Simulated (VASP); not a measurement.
# RbBr: what moves the LDA gap besides the functional

Aim: test what besides the functional moves the gap of RbBr. The starting structure is a measured crystal structure from the Crystallography Open Database. Cell and atoms stay as given unless a step says otherwise.

Calculated with VASP 6.6.1; Kohn-Sham DFT with plane waves and PAW; LDA.

The database entry behind the starting cell differs from later determinations by our own check (0.1 to 0.3 % short, probably kX units), so it need not match the best structure at ambient conditions.

## 1. Starting point

It takes space group Fm-3m (No. 225, cubic). Conventional cell: a = 6.877 Å, b = 6.877 Å, c = 6.877 Å, α = 90.00°, β = 90.00°, γ = 90.00°. Nearest to Rb lie 6 Br at 3.44 Å. Nearest to Br lie 6 Rb at 3.44 Å. Farther neighbours and most contacts between anions are not listed.

## 2. Reference bands

INCAR reads:

```
SYSTEM = RbBr
PREC = Accurate
ENCUT = 350
EDIFF = 1E-06
NELM = 100
ISMEAR = 0
SIGMA = 0.03
LREAL = .FALSE.
ALGO = Normal
GGA = CA
NBANDS = 20
LORBIT = 11
LWAVE = .FALSE.
LCHARG = .FALSE.
KPAR = 4
LASPH = .TRUE.
```

POSCAR reads:

```
RbBr
1.0
    0.0000000000      3.4384000000      3.4384000000
    3.4384000000      0.0000000000      3.4384000000
    3.4384000000      3.4384000000      0.0000000000
Rb Br
1 1
Direct
    0.0000000000      0.0000000000      0.0000000000
    0.5000000000      0.5000000000      0.5000000000
```

KPOINTS reads:

```
Automatic mesh
0
Gamma
6 6 6
0 0 0
```

KPOINTS_OPT reads:

```
Line mode
10
Line-mode
Reciprocal
  0.00000000   0.00000000   0.00000000 GAMMA
  0.50000000   0.00000000   0.50000000 X

  0.50000000   0.00000000   0.50000000 X
  0.50000000   0.25000000   0.75000000 W

  0.50000000   0.25000000   0.75000000 W
  0.37500000   0.37500000   0.75000000 K

  0.37500000   0.37500000   0.75000000 K
  0.00000000   0.00000000   0.00000000 GAMMA

  0.00000000   0.00000000   0.00000000 GAMMA
  0.50000000   0.50000000   0.50000000 L

  0.50000000   0.50000000   0.50000000 L
  0.62500000   0.25000000   0.62500000 U

  0.62500000   0.25000000   0.62500000 U
  0.50000000   0.25000000   0.75000000 W

  0.50000000   0.25000000   0.75000000 W
  0.50000000   0.50000000   0.50000000 L

  0.50000000   0.50000000   0.50000000 L
  0.37500000   0.37500000   0.75000000 K

  0.62500000   0.25000000   0.62500000 U
  0.50000000   0.00000000   0.50000000 X
```

Potentials, in the order of the species: Rb_sv and Br (LDA family, release 64).

Started as:

```bash
$ mpirun -np 4 vasp_std
```

Log:

```text
[banner, memory and clock lines left out]
running    4 mpi-ranks, on    1 nodes
 distrk:  each k-point on    1 cores,    4 groups
 distr:  one band on    1 cores,    1 groups

 POSCAR found type information on POSCAR RbBr
 POSCAR found :  2 types and       2 ions
 LDA part: xc-table for (Slater(with rela. corr.)+CA(PZ))
 , standard interpolation
 POSCAR, INCAR and KPOINTS ok, starting setup
 FFT: planning ... GRIDC
 FFT: planning ... GRID_SOFT
 FFT: planning ... GRID
 WAVECAR not read
 entering main loop
       N       E                     dE             d eps       ncg     rms          rms(c)
DAV:   1     0.597854837001E+02    0.59785E+02   -0.50678E+03   640   0.502E+02
DAV:   2    -0.288516909854E+01   -0.62671E+02   -0.58757E+02   808   0.120E+02
DAV:   3    -0.679264581657E+01   -0.39075E+01   -0.38856E+01   836   0.278E+01
DAV:   4    -0.692573099565E+01   -0.13309E+00   -0.13304E+00   896   0.453E+00
DAV:   5    -0.692650326750E+01   -0.77227E-03   -0.77226E-03   816   0.367E-01    0.280E+00
DAV:   6    -0.671689109364E+01    0.20961E+00   -0.13314E-01   716   0.167E+00    0.184E+00
DAV:   7    -0.668766965107E+01    0.29221E-01   -0.54062E-02   808   0.111E+00    0.923E-01
DAV:   8    -0.668838854624E+01   -0.71890E-03   -0.72308E-03   744   0.344E-01    0.130E-01
DAV:   9    -0.668821002605E+01    0.17852E-03   -0.37574E-04   816   0.840E-02    0.471E-02
DAV:  10    -0.668828045563E+01   -0.70430E-04   -0.86493E-05   724   0.403E-02    0.842E-03
DAV:  11    -0.668828142107E+01   -0.96544E-06   -0.68962E-06   828   0.106E-02
   1 F= -.66882814E+01 E0= -.66882814E+01  d E =-.218173E-31
 Start KPOINTS_OPT (optional k-point list driver)
k-point batch [1-16\100]
       N       E                     dE             ncg
DAV:   1    -0.145968140822E+04   -0.55918E+04      640
DAV:   2    -0.245487650713E+04   -0.99520E+03      804
DAV:   3    -0.251467439356E+04   -0.59798E+02      812
DAV:   4    -0.251621666596E+04   -0.15423E+01      864
DAV:   5    -0.251625382010E+04   -0.37154E-01      884
DAV:   6    -0.251625403630E+04   -0.21620E-03      892
DAV:   7    -0.251625403819E+04   -0.18890E-05      784
DAV:   8    -0.251625403823E+04   -0.32401E-07      536
[...]
k-point batch [97-100\100]
       N       E                     dE             ncg
DAV:   1     0.436619066031E+04   -0.19609E+04      160
DAV:   2     0.411632637653E+04   -0.24986E+03      212
DAV:   3     0.410097346873E+04   -0.15353E+02      208
DAV:   4     0.410055330537E+04   -0.42016E+00      212
DAV:   5     0.410054403100E+04   -0.92744E-02      212
DAV:   6     0.410054396985E+04   -0.61147E-04      216
DAV:   7     0.410054396939E+04   -0.46588E-06      176
```

Wall time 9.6 s (4 MPI ranks of Intel Xeon 6975P-C (Granite Rapids), shared host); peak memory 0.63 GiB; 36 s of CPU time.

The logs omit lines about the potential files and the build; timing stands in the text.

Parts of OUTCAR (step 2):

```text
ion  position               nearest neighbor table
   1  0.000  0.000  0.000-   2 3.44   2 3.44   2 3.44   2 3.44   2 3.44   2 3.44
   2  0.500  0.500  0.500-   1 3.44   1 3.44   1 3.44   1 3.44   1 3.44   1 3.44

  LATTYP: Found a face centered cubic cell.
 ALAT       =     6.8768000000

 Subroutine GETGRP returns: Found 48 space group operations
 (whereof 48 operations were pure point group operations)

The static configuration has the point symmetry O_h .

 Found     16 irreducible k-points:

   k-points           NKPTS =     16   k-points in BZ     NKDIM =     16   number of bands    NBANDS=     20

   dimension x,y,z NGX =    30 NGY =   30 NGZ =   30
   dimension x,y,z NGXF=    60 NGYF=   60 NGZF=   60

   ENCUT  =  350.0 eV  25.72 Ry    5.07 a.u.   7.42  7.42  7.42*2*pi/ulx,y,z

   NELECT =      16.0000    total number of electrons

 k-points in reciprocal lattice and weights: Automatic mesh
   0.00000000  0.00000000  0.00000000       0.005
   0.16666667  0.00000000  0.00000000       0.037
   0.33333333  0.00000000  0.00000000       0.037
   0.50000000  0.00000000  0.00000000       0.019
   0.16666667  0.16666667  0.00000000       0.028
   0.33333333  0.16666667  0.00000000       0.111
   0.50000000  0.16666667  0.00000000       0.111
  -0.33333333  0.16666667  0.00000000       0.111
  -0.16666667  0.16666667  0.00000000       0.056
[...]
-0.33333333  0.33333333  0.16666667       0.111
  -0.33333333  0.50000000  0.16666667       0.056

 average (electrostatic) potential at core
       1 -37.5457       2 -70.9408

 E-fermi :  -1.7532

 k-point     1 :       0.0000    0.0000    0.0000
  band No.  band energies     occupation
    ...
      4     -10.4255      2.00000
      5     -10.4255      2.00000
      6      -1.9942      2.00000
      7      -1.9942      2.00000
      8      -1.9942      2.00000
      9       1.9423      0.00000
     10       5.0320      0.00000
     11       5.0320      0.00000
     12       5.0320      0.00000
     13       5.9698      0.00000
    ...

 k-point     2 :       0.1667    0.0000    0.0000
  band No.  band energies     occupation
    ...
      4     -10.4277      2.00000
      5     -10.4157      2.00000
      6      -2.3217      2.00000
      7      -2.0921      2.00000
      8      -2.0921      2.00000
      9       2.6002      0.00000
     10       4.8721      0.00000
     11       5.3607      0.00000
     12       5.3607      0.00000
     13       6.3737      0.00000
    ...

 k-point     3 :       0.3333    0.0000    0.0000
  band No.  band energies     occupation
    ...
      4     -10.4319      2.00000
      5     -10.3964      2.00000
      6      -2.8261      2.00000
      7      -2.2746      2.00000
      8      -2.2746      2.00000
      9       3.8640      0.00000
     10       4.9913      0.00000
     11       6.2744      0.00000
     12       6.2744      0.00000
     13       7.3716      0.00000
    ...

  Total       -0.6707802     -0.6707802     -0.6707802      0.0000000     -0.0000000      0.0000000
  in kB      -13.2187877    -13.2187877    -13.2187877      0.0000000     -0.0000000      0.0000000
  external PRESSURE =     -13.2187877 kB  Pullay stress =       0.0000000 kB

  energy-cutoff  :      350.00
  volume of cell :       81.30
      direct lattice vectors                 reciprocal lattice vectors
     0.000000000  3.438400000  3.438400000    -0.145416473  0.145416473  0.145416473
     3.438400000  0.000000000  3.438400000     0.145416473 -0.145416473  0.145416473
     3.438400000  3.438400000  0.000000000     0.145416473  0.145416473 -0.145416473

 POSITION                                       TOTAL-FORCE (eV/Angst)
 -----------------------------------------------------------------------------------
      0.00000      0.00000      0.00000         0.000000     -0.000000     -0.000000
      3.43840      3.43840      3.43840        -0.000000      0.000000      0.000000
 -----------------------------------------------------------------------------------
    total drift:                               -0.000000      0.000000      0.000000

  FREE ENERGIE OF THE ION-ELECTRON SYSTEM (eV)
  ---------------------------------------------------
  free  energy   TOTEN  =        -6.6882814211 eV

  energy  without entropy=       -6.6882814211  energy(sigma->0) =       -6.68828142

 total charge
# of ion       s       p       d       tot
------------------------------------------
    1        1.939   5.338   0.024   7.301
    2        1.601   3.270   0.001   4.873
--------------------------------------------------
tot          3.540   8.608   0.025  12.174

[... 3 further parts left out ...]
```

Spin-orbit coupling is off here; it would split degenerate levels.

The reference gap is 3.936 eV.

## 3. Bands with cell and atoms relaxed by LDA

Against step 2 the input has another starting structure. The cell comes from a relaxation at this level, not shown (74.29 Å³).

INCAR is that of step 2.

POSCAR reads:

```
RbBr
1.0
    0.0000000000      3.3365030397      3.3365030397
    3.3365030397      0.0000000000      3.3365030397
    3.3365030397      3.3365030397      0.0000000000
Rb Br
1 1
Direct
    0.0000000000      0.0000000000      0.0000000000
    0.5000000000      0.5000000000      0.5000000000
```

KPOINTS is that of step 2.

KPOINTS_OPT is that of step 2.

Started as:

```bash
$ mpirun -np 4 vasp_std
```

Log:

```text
[... set-up lines as in an earlier step ...]
 entering main loop
       N       E                     dE             d eps       ncg     rms          rms(c)
DAV:   1     0.583473006394E+02    0.58347E+02   -0.49607E+03   640   0.501E+02
DAV:   2    -0.308140256141E+01   -0.61429E+02   -0.57823E+02   848   0.123E+02
DAV:   3    -0.682133650637E+01   -0.37399E+01   -0.37166E+01   776   0.274E+01
DAV:   4    -0.693675961953E+01   -0.11542E+00   -0.11536E+00   948   0.462E+00
[...]
DAV:   9    -0.671890474794E+01    0.93236E-04   -0.20068E-04   784   0.697E-02    0.465E-02
DAV:  10    -0.671895992403E+01   -0.55176E-04   -0.66200E-05   712   0.348E-02    0.972E-03
DAV:  11    -0.671896086317E+01   -0.93915E-06   -0.42190E-06   784   0.993E-03
   1 F= -.67189609E+01 E0= -.67189609E+01  d E =-.243012E-21
 Start KPOINTS_OPT (optional k-point list driver)
k-point batch [1-16\100]
       N       E                     dE             ncg
DAV:   1    -0.142026916973E+04   -0.65190E+04      640
DAV:   2    -0.235225798238E+04   -0.93199E+03      888
DAV:   3    -0.240594204156E+04   -0.53684E+02      748
DAV:   4    -0.240748431104E+04   -0.15423E+01      944
DAV:   5    -0.240751559256E+04   -0.31282E-01      792
DAV:   6    -0.240751580581E+04   -0.21326E-03      956
DAV:   7    -0.240751580728E+04   -0.14669E-05      724
DAV:   8    -0.240751580731E+04   -0.26462E-07      524
[...]
k-point batch [97-100\100]
       N       E                     dE             ncg
DAV:   1     0.451372344841E+04   -0.18824E+04      160
DAV:   2     0.426393644116E+04   -0.24979E+03      204
DAV:   3     0.424975247162E+04   -0.14184E+02      196
DAV:   4     0.424938893433E+04   -0.36354E+00      228
DAV:   5     0.424938704338E+04   -0.18909E-02      204
DAV:   6     0.424938700149E+04   -0.41889E-04      224
DAV:   7     0.424938700139E+04   -0.10244E-06      180
```

Elapsed: 9.8 s, on 4 MPI ranks; peak memory 0.61 GiB; 36 s of CPU time.

From OUTCAR (step 3):

```text
  Total       -0.0034269     -0.0034269     -0.0034269     -0.0000000     -0.0000000      0.0000000
  in kB       -0.0739117     -0.0739117     -0.0739117     -0.0000000     -0.0000000      0.0000000
  external PRESSURE =      -0.0739117 kB  Pullay stress =       0.0000000 kB

 POSITION                                       TOTAL-FORCE (eV/Angst)
 -----------------------------------------------------------------------------------
      0.00000      0.00000      0.00000         0.000000      0.000000      0.000000
      3.33650      3.33650      3.33650        -0.000000     -0.000000     -0.000000
 -----------------------------------------------------------------------------------
    total drift:                               -0.000000      0.000000      0.000000

  FREE ENERGIE OF THE ION-ELECTRON SYSTEM (eV)
  ---------------------------------------------------
  free  energy   TOTEN  =        -6.7189608632 eV

  energy  without entropy=       -6.7189608632  energy(sigma->0) =       -6.71896086

[... 1 part as in an earlier step ...]

[... 2 further parts left out ...]
[key lines of the parts left out:]
E-fermi :  -1.4292
```

With cell and atoms relaxed by LDA the gap is 4.161 eV, +0.226 eV from the reference.

## 4. Bands with an 8×8×8 mesh

Against step 2 the input has an 8×8×8 mesh.

INCAR is that of step 3.

POSCAR reads:

```
RbBr
1.0
    0.0000000000      3.4384000000      3.4384000000
    3.4384000000      0.0000000000      3.4384000000
    3.4384000000      3.4384000000      0.0000000000
Rb Br
1 1
Direct
    0.0000000000      0.0000000000      0.0000000000
    0.5000000000      0.5000000000      0.5000000000
```

KPOINTS reads:

```
Automatic mesh
0
Gamma
8 8 8
0 0 0
```

KPOINTS_OPT is that of step 3.

Started as:

```bash
$ mpirun -np 4 vasp_std
```

Log:

```text
[... set-up lines as in an earlier step ...]
 entering main loop
       N       E                     dE             d eps       ncg     rms          rms(c)
DAV:   1     0.595863504964E+02    0.59586E+02   -0.49585E+03  1160   0.498E+02
DAV:   2    -0.296521948385E+01   -0.62552E+02   -0.58578E+02  1504   0.120E+02
DAV:   3    -0.681014190775E+01   -0.38449E+01   -0.38245E+01  1492   0.275E+01
DAV:   4    -0.692582139093E+01   -0.11568E+00   -0.11562E+00  1688   0.455E+00
[...]
DAV:  10    -0.668826029703E+01   -0.69482E-04   -0.80044E-05  1292   0.394E-02    0.765E-03
DAV:  11    -0.668826138613E+01   -0.10891E-05   -0.58106E-06  1524   0.994E-03    0.536E-03
DAV:  12    -0.668826178884E+01   -0.40271E-06   -0.88943E-07  1128   0.466E-03
   1 F= -.66882618E+01 E0= -.66882618E+01  d E =-.448879E-18
 Start KPOINTS_OPT (optional k-point list driver)
k-point batch [1-29\100]
       N       E                     dE             ncg
DAV:   1    -0.267933746447E+04   -0.12445E+05     1160
DAV:   2    -0.446129448092E+04   -0.17820E+04     1540
DAV:   3    -0.457163579916E+04   -0.11034E+03     1396
DAV:   4    -0.457475090155E+04   -0.31151E+01     1732
DAV:   5    -0.457477002913E+04   -0.19128E-01     1380
DAV:   6    -0.457477036421E+04   -0.33508E-03     1760
DAV:   7    -0.457477036528E+04   -0.10716E-05     1220
DAV:   8    -0.457477036534E+04   -0.58830E-07      892
[...]
k-point batch [88-100\100]
       N       E                     dE             ncg
DAV:   1     0.435633203398E+04   -0.63845E+04      520
DAV:   2     0.355146124452E+04   -0.80487E+03      680
DAV:   3     0.350317193601E+04   -0.48289E+02      640
DAV:   4     0.350178124214E+04   -0.13907E+01      748
DAV:   5     0.350177256102E+04   -0.86811E-02      632
DAV:   6     0.350177238906E+04   -0.17196E-03      772
DAV:   7     0.350177238861E+04   -0.45589E-06      564
```

It took 13 s on 4 MPI ranks; peak memory 0.65 GiB.

OUTCAR, selected parts (step 4):

```text
  Total       -0.6720514     -0.6720514     -0.6720514     -0.0000000      0.0000000     -0.0000000
  in kB      -13.2438392    -13.2438392    -13.2438392     -0.0000000      0.0000000     -0.0000000
  external PRESSURE =     -13.2438392 kB  Pullay stress =       0.0000000 kB

 POSITION                                       TOTAL-FORCE (eV/Angst)
 -----------------------------------------------------------------------------------
      0.00000      0.00000      0.00000        -0.000000      0.000000     -0.000000
      3.43840      3.43840      3.43840         0.000000     -0.000000      0.000000
 -----------------------------------------------------------------------------------
    total drift:                               -0.000000      0.000000      0.000000

  FREE ENERGIE OF THE ION-ELECTRON SYSTEM (eV)
  ---------------------------------------------------
  free  energy   TOTEN  =        -6.6882617888 eV

  energy  without entropy=       -6.6882617888  energy(sigma->0) =       -6.68826179

[... 1 part as in an earlier step ...]

[... 2 further parts left out ...]
[key lines of the parts left out:]
E-fermi :  -1.8210
```

With an 8×8×8 mesh the gap is 3.936 eV, +0.001 eV from the reference.

## 5. All runs side by side

| run | gap (eV) | change (eV) | core minutes |
| --- | --- | --- | --- |
| reference | 3.936 | - | 0.64 |
| cell and atoms relaxed by LDA | 4.161 | 0.226 | 0.653 |
| an 8×8×8 mesh | 3.936 | 0.001 | 0.867 |

Core minutes are wall time times ranks of the run shown, on a shared host.

## 6. Outcome

```yaml
reference_gap: 3.936 eV
gap_with_cell_and_atoms_relaxed_by_lda: 4.161 eV
gap_with_an_8x8x8_mesh: 3.936 eV
```

In words: Among the runs that read a gap along the path, the one with cell and atoms relaxed by LDA moves it most, by +0.226 eV. On finer settings it changes by +0.001 eV with an 8×8×8 mesh. The functional's own error isn't tested here. Further runs on this material are not shown.

[Lines on the potential files, build, host, timing and source positions are cut from VASP's logs without a mark.]

[Logs are printed without paths, hosts, clocks, repeated set-up lines and the standing remarks that a program may print on its own settings, such as how far it seeks lower states.]

[Hosts, paths, dates, database ids (printed as entryN), source tags and the programs' standing remarks are cut or masked in the printed files.]
